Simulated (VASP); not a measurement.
# Pb (P6_3/mmc) in VASP: a series of runs

Runs on Pb. Level: PBEsol. Tasks: single point.

All numbers are computed with VASP 6.6.1; they aren't measurements. Logs are shortened: lines on timing, memory, paths and dates and some standing lists are left out, and cuts for length are marked.

### 1 The crystal as given

Symmetry: P6_3/mmc, No. 194, hexagonal system. The conventional cell has a = 3.483 Å, b = 3.483 Å, c = 11.413 Å, α = 90.00°, β = 90.00°, γ = 120.00°. Around Pb (site symmetry -3m) lie 12 Pb at 3.48 to 3.49 Å. Pb (site symmetry -6m2) has 12 Pb at 3.48 to 3.49 Å as nearest neighbours.

This isn't the form of Pb at room conditions, which is fcc.

### 2 Single point, PBEsol

INCAR

```
SYSTEM = Pb
PREC = Accurate
ENCUT = 520
EDIFF = 1E-6
ISMEAR = 0
SIGMA = 0.1
LREAL = .FALSE.
LASPH = .TRUE.
NELM = 100
ALGO = Fast
ISIF = 2
LWAVE = .FALSE.
LCHARG = .FALSE.
GGA = PS
NBANDS = 36
```

KPOINTS

```
Automatic mesh
0
G
  15 15 4
  0 0 0
```

POSCAR

```
Pb
1.0
    3.4830770712      0.0000000000      0.0000000000
   -1.7415385356      3.0164332270      0.0000000000
    0.0000000000      0.0000000000     11.4127247973
Pb
4
Direct
    0.0000000000      0.0000000000      0.0000000000
    0.3333333333      0.6666666667      0.2500000000
    0.0000000000      0.0000000000      0.5000000000
    0.6666666667      0.3333333333      0.7500000000
```

Potentials or basis: VASP PAW PBE potentials, release 64 (Pb_d).

Command:

```
$ cat potpaw_PBE.64/Pb_d/POTCAR > POTCAR
$ mpirun -np 1 vasp_std > vasp.out
```

OUTCAR:

```text
SYSTEM = Pb
   PREC = Accurate
   ENCUT = 520
   EDIFF = 1E-6
   ISMEAR = 0
   LREAL = .FALSE.
   LASPH = .TRUE.
   NELM = 100
   ISIF = 2
   GGA = PS

 ion  position               nearest neighbor table
   1  0.000  0.000  0.000-   2 3.49   4 3.49   4 3.49   2 3.49   4 3.49   2 3.49
   2  0.333  0.667  0.250-   1 3.49   3 3.49   1 3.49   3 3.49   1 3.49   3 3.49
   3  0.000  0.000  0.500-   2 3.49   4 3.49   4 3.49   2 3.49   4 3.49   2 3.49
   4  0.667  0.333  0.750-   1 3.49   3 3.49   1 3.49   3 3.49   1 3.49   3 3.49

  LATTYP: Found a hexagonal cell.
 ALAT       =     3.4830770712
 C/A-ratio  =     3.2766213793

  Lattice vectors:

 A1 = (   3.4830770712,   0.0000000000,   0.0000000000)
 A2 = (  -1.7415385356,   3.0164332270,   0.0000000000)
 A3 = (   0.0000000000,   0.0000000000,  11.4127247973)

Analysis of symmetry for initial positions (statically):
=====================================================================
 Subroutine PRICEL returns:
 Original cell was already a primitive cell.

 Routine SETGRP: Setting up the symmetry group for a
 hexagonal supercell.

 Subroutine GETGRP returns: Found 24 space group operations
 (whereof 12 operations were pure point group operations)
 out of a pool of 24 trial point group operations.

The static configuration has the point symmetry D_3d.
 The point group associated with its full space group is D_6h.

Analysis of symmetry for dynamics (positions and initial velocities):
=====================================================================
 Subroutine PRICEL returns:
 Original cell was already a primitive cell.

 Routine SETGRP: Setting up the symmetry group for a
 hexagonal supercell.

 Subroutine GETGRP returns: Found 24 space group operations
 (whereof 12 operations were pure point group operations)
 out of a pool of 24 trial point group operations.

The dynamic configuration has the point symmetry D_3d.
 The point group associated with its full space group is D_6h.

 Subroutine INISYM returns: Found 24 space group operations
 (whereof 12 operations are pure point group operations),
 and found     1 'primitive' translations

----------------------------------------------------------------------------------------

                                     Primitive cell

  volume of cell :     119.9074

  direct lattice vectors                    reciprocal lattice vectors
     3.483077071  0.000000000  0.000000000     0.287102461  0.165758683  0.000000000
    -1.741538536  3.016433227  0.000000000     0.000000000  0.331517367  0.000000000
     0.000000000  0.000000000 11.412724797     0.000000000  0.000000000  0.087621494

  length of vectors
     3.483077071  3.483077071 11.412724797     0.331517367  0.331517367  0.087621494

  position of ions in fractional coordinates (direct lattice)
     0.000000000  0.000000000  0.000000000
     0.333333333  0.666666667  0.250000000
     0.000000000  0.000000000  0.500000000
     0.666666667  0.333333333  0.750000000

  ion indices of the primitive-cell ions
   primitive index   ion index
                 1           1
                 2           2
                 3           3
                 4           4

----------------------------------------------------------------------------------------

 KPOINTS: Automatic mesh

Automatic generation of k-mesh.
 Grid dimensions read from file:
 generate k-points for:   15   15    4

 Generating k-lattice:

  Cartesian coordinates                     Fractional coordinates (reciprocal lattice)
     0.019140164  0.011050579  0.000000000     0.066666667  0.000000000  0.000000000
     0.000000000  0.022101158  0.000000000     0.000000000  0.066666667  0.000000000
     0.000000000  0.000000000  0.021905374     0.000000000  0.000000000  0.250000000

  Length of vectors
     0.022101158  0.022101158  0.021905374

  Shift w.r.t. Gamma in fractional coordinates (k-lattice)
     0.000000000  0.000000000  0.000000000

 Subroutine IBZKPT returns following result:
 ===========================================

 Found     81 irreducible k-points:

 Following reciprocal coordinates:
            Coordinates               Weight
  0.000000  0.000000  0.000000      1.000000
  0.066667  0.000000  0.000000      6.000000
  0.133333  0.000000  0.000000      6.000000
  0.200000 -0.000000  0.000000      6.000000
  0.266667  0.000000  0.000000      6.000000
  0.333333  0.000000  0.000000      6.000000
[... 16 lines left out ...]
  0.333333  0.200000  0.000000     12.000000
  0.400000  0.200000  0.000000      6.000000
 [... further k-points ...]
   k-points           NKPTS =     81   k-points in BZ     NKDIM =     81   number of bands    NBANDS=     36
   number of dos      NEDOS =    301   number of ions     NIONS =      4
   total plane-waves  NPLWV =  70560
   dimension x,y,z NGX =    28 NGY =   28 NGZ =   90
   dimension x,y,z NGXF=    56 NGYF=   56 NGZF=  180
   ions per type =               4
   NGX,Y,Z   is equivalent  to a cutoff of  13.36, 13.36, 13.11 a.u.
   NGXF,Y,Z  is equivalent  to a cutoff of  26.73, 26.73, 26.22 a.u.
 SYSTEM =  Pb
   PREC   = accura    normal or accurate (medium, high low for compatibility)
   ISTART =      0    job   : 0-new  1-cont  2-samecut
   ICHARG =      2    charge: 1-file 2-atom 10-const
   ISPIN  =      1    spin polarized calculation?
   LNONCOLLINEAR =      F non collinear calculations
   LSORBIT =      F    spin-orbit coupling
   LASPH  =      T    aspherical Exc in radial PAW
   ENCUT  =  520.0 eV  38.22 Ry    6.18 a.u.   6.48  6.48 21.22*2*pi/ulx,y,z
   NELM   =    100;   NELMIN=  2; NELMDL= -5     # of ELM steps
   EDIFF  = 0.1E-05   stopping-criterion for ELM
   LREAL  =      F    real-space projection
   EDIFFG = 0.1E-04   stopping-criterion for IOM
   NSW    =      0    number of steps for IOM
   IBRION =     -1    ionic relax: 0-MD 1-quasi-New 2-CG
   NFREE  =      0    steps in history (QN), initial steepest desc. (CG)
   ISIF   =      2    stress and relaxation
   ISYM   =      2    0-nonsym 1-usesym 2-fastsym
   POTIM  = 0.5000    time-step for ionic-motion
   TEBEG  =    0.0;   TEEND  =   0.0 temperature during run
   PSTRESS=    0.0 pullay stress
   NELECT =      56.0000    total number of electrons
   NUPDOWN=      -1.0000    fix difference up-down
   EMIN   =  10.00;   EMAX   =-10.00  energy-range for DOS
   EFERMI =   0.00;   METHOD = LEGACY
   ISMEAR =     0;   SIGMA  =   0.10  broadening in eV -4-tet -1-fermi 0-gaus
   EFERMI_NEDOS =   21; number of points for ismear=-14 and -15
   IALGO  =     68    algorithm
   IMIX   =      4    mixing-type and parameters
     AMIX     =   0.40;   BMIX     =  1.00
     AMIX_MAG =   1.60;   BMIX_MAG =  1.00
  volume/ion in A,a.u.               =      29.98       202.29
  Fermi-wavevector in a.u.,A,eV,Ry     =   1.270151  2.400238 21.950066  1.613284
  Thomas-Fermi vector in A             =   2.403154
   LORBIT       =      0    0 simple, 1 ext, 2 COOP (PROOUT), +10 PAW based schemes
   GGA     = PS    functional components
   LHFCALC =     F    Hartree Fock is set to
   AEXX    =    0.0000 exact exchange contribution
   IVDW    =     0    specifies the selected vdW correction
   LEPSILON=     F    determine dielectric tensor
   LRPA    =     F    only Hartree local field effects (RPA)
 non-spin polarized calculation
 RMM-DIIS sequential band-by-band and
 Gauss-broadening in eV      SIGMA  =   0.10
  energy-cutoff  :      520.00
  volume of cell :      119.91
 maximum number of plane-waves:      3270
 NGX is ok and might be reduce to    28
   NGX = 13   NGY = 13   NGZ = 43

 number of electron      56.0000013 magnetization

 Free energy of the ion-electron system (eV)
  ---------------------------------------------------
  ext. energy  EPLUGINS =         0.00000000
  ---------------------------------------------------
  free energy    TOTEN  =       -15.98987434 eV

  energy without entropy =      -15.98166347  energy(sigma->0) =      -15.98576890

 E-fermi :   7.2233     XC(G=0): -10.3974

 val. band max:        7.1884098690   @ k =   0.3333   0.2667   0.5000
 cond. band min:       7.2267497900   @ k =   0.2667   0.0000   0.5000
 fundamental gap:      0.0383399210
 Fermi energy:         7.2232888144

 k-point     1 :       0.0000    0.0000    0.0000
  band No.  band energies     occupation
      1      -9.8070      2.00000
      2      -9.7918      2.00000
      3      -9.7724      2.00000
      4      -9.7724      2.00000
      5      -9.7710      2.00000
      6      -9.7700      2.00000
[... 28 lines left out ...]
     35      14.7177      0.00000
     36      14.7305      0.00000

 k-point     2 :       0.0667    0.0000    0.0000
  band No.  band energies     occupation
      1      -9.8011      2.00000
      2      -9.7934      2.00000
      3      -9.7724      2.00000
      4      -9.7715      2.00000
      5      -9.7692      2.00000
      6      -9.7619      2.00000
[... 28 lines left out ...]
     35      14.6554      0.00000
     36      14.8320      0.00000

 k-point     3 :       0.1333    0.0000    0.0000
  band No.  band energies     occupation
      1      -9.8096      2.00000
      2      -9.7989      2.00000
      3      -9.7770      2.00000
      4      -9.7671      2.00000
      5      -9.7569      2.00000
      6      -9.7483      2.00000
[... 28 lines left out ...]
     35      14.3440      0.00000
     36      14.8134      0.00000
[... 742 lines left out ...]
 k-point    23 :       0.3333    0.2000    0.0000
  band No.  band energies     occupation
      1      -9.8418      2.00000
      2      -9.8338      2.00000
      3      -9.7893      2.00000
      4      -9.7828      2.00000
      5      -9.7587      2.00000
      6      -9.7581      2.00000
[... 28 lines left out ...]
     35      10.9875      0.00000
     36      11.5884      0.00000

 k-point    24 :       0.4000    0.2000    0.0000
  band No.  band energies     occupation
      1      -9.8457      2.00000
      2      -9.8362      2.00000
      3      -9.7934      2.00000
      4      -9.7770      2.00000
      5      -9.7667      2.00000
      6      -9.7638      2.00000
[... 28 lines left out ...]
     35      11.0253      0.00000
     36      11.8104      0.00000

 [... further k-points ...]

------------------------ aborting loop because EDIFF is reached ----------------------------------------

  FORCE on cell =-STRESS in cart. coord.  units (eV):
  Direction    XX          YY          ZZ          XY          YZ          ZX
  --------------------------------------------------------------------------------------
  -------------------------------------------------------------------------------------
  Total       -0.0692598     -0.0692598     -0.0418257      0.0000000      0.0000000      0.0000000
  in kB       -0.9254344     -0.9254344     -0.5588658      0.0000000      0.0000000      0.0000000
  external PRESSURE =      -0.8032449 kB  Pullay stress =       0.0000000 kB

 VOLUME and BASIS-vectors are now :
 -----------------------------------------------------------------------------
  energy-cutoff  :      520.00
  volume of cell :      119.91
      direct lattice vectors                 reciprocal lattice vectors
     3.483077071  0.000000000  0.000000000     0.287102461  0.165758683  0.000000000
    -1.741538536  3.016433227  0.000000000     0.000000000  0.331517367  0.000000000
     0.000000000  0.000000000 11.412724797     0.000000000  0.000000000  0.087621494

 POSITION                                       TOTAL-FORCE (eV/Angst)
 -----------------------------------------------------------------------------------
      0.00000      0.00000      0.00000        -0.000000      0.000000      0.000000
     -0.00000      2.01096      2.85318         0.000000      0.000000     -0.000000
      0.00000      0.00000      5.70636        -0.000000      0.000000      0.000000
      1.74154      1.00548      8.55954        -0.000000     -0.000000     -0.000000
 -----------------------------------------------------------------------------------
    total drift:                                0.000000     -0.000000      0.000000

  FREE ENERGIE OF THE ION-ELECTRON SYSTEM (eV)
  ---------------------------------------------------
  free  energy   TOTEN  =       -15.9898743366 eV

  energy  without entropy=      -15.9816634729  energy(sigma->0) =      -15.98576890
```

It took 6.8 min on 1 thread of Intel Xeon Platinum 8488C (Sapphire Rapids), shared host; peak memory 0.41 GiB.

Results:

| Item | Value |
| --- | --- |
| Free energy | -15.9899 eV |
| Pressure | -0.1 GPa |
| Band gap on the k mesh | none (metal or under the smearing width) |

Levels at points of the mesh, in eV from the Fermi level:
```csv
k point,band 24,band 25,band 26,band 27,band 28,band 29,band 30,band 31,band 32,band 33
"(0.00, 0.00, 0.00)",-8.17,-4.28,0.72,0.73,5.67,5.67,6.48,6.48,6.53,6.53
"(0.00, 0.00, 0.50)",-9.23,-2.58,-2.58,4.62,4.62,5.90,5.90,5.90,5.90,7.18
```

Caveat: the PAW data sets were made with another functional, which shifts forces and pressure a little. Spin-orbit coupling is left out, which matters for the levels of Pb.

### 3 Single point, PBEsol

This run uses another cell than the first one, of 30.91 Å³/atom, 1.031 times its volume.

INCAR

```
SYSTEM = Pb
PREC     = Accurate       ! precision mode
ENCUT    = 520            ! plane-wave cutoff, eV
EDIFF    = 1E-7           ! SCF threshold, eV
ISMEAR   = 0              ! smearing method
SIGMA    = 0.1            ! smearing width, eV
LREAL    = .False.        ! projectors in reciprocal space
LASPH    = .True.         ! aspherical terms in the spheres
NELM     = 100            ! most SCF steps
ALGO     = Normal         ! electronic algorithm
ISIF     = 2              ! what is computed and relaxed
LWAVE    = .False.        ! write WAVECAR
LCHARG   = .False.        ! write CHGCAR
GGA      = PS             ! functional
NBANDS   = 36             ! bands
```

KPOINTS

```
regular mesh
0
Gamma
  6 6 2
  0 0 0
```

POSCAR

```
Pb
1.0
    3.5243661423      0.0000000000      0.0000000000
   -1.7621830711      3.0521906115      0.0000000000
    0.0000000000      0.0000000000     11.4952418100
Pb
4
Direct
    0.0000000000      0.0000000000      0.0000000000
    0.3333333300      0.6666666700      0.2500000000
    0.0000000000      0.0000000000      0.5000000000
    0.6666666700      0.3333333300      0.7500000000
```

Potentials or basis: VASP PAW PBE potentials, release 64 (Pb_d).

Command:

```
$ cat potpaw_PBE.64/Pb_d/POTCAR > POTCAR
$ mpirun -np 1 vasp_std > vasp.out
```

It took 55 s on 1 thread of Intel Xeon Platinum 8259CL at 2.50GHz (Skylake/Cascade Lake), shared host; peak memory 0.25 GiB.

It converged, with:

```
Free energy            : -15.8022 eV
Pressure               : -1.5 GPa
Band gap on the k mesh : none (metal or under the smearing width)
```

Stress tensor (GPa, compression positive):
```
-0.57  0.00  0.00
 0.00 -0.57  0.00
 0.00  0.00 -3.28
```

Levels at points of the mesh, in eV from the Fermi level:
```
           k point  band 25  band 26  band 27  band 28  band 29  band 30  band 31  band 32
(0.00, 0.00, 0.00)    -4.34     0.50     0.51     5.22     5.22     5.98     5.98     6.06
(0.50, 0.00, 0.00)    -4.20    -3.86    -2.55    -2.02    -0.23     0.57     1.78     3.09
(0.00, 0.00, 0.50)    -2.71    -2.71     4.31     4.31     5.44     5.44     5.44     5.44
(0.50, 0.00, 0.50)    -3.67    -3.67    -2.95    -2.95     1.10     1.10     2.13     2.13
```

Caveat: the PAW data sets were made with another functional, which shifts forces and pressure a little. Spin-orbit coupling is left out, which matters for the levels of Pb.
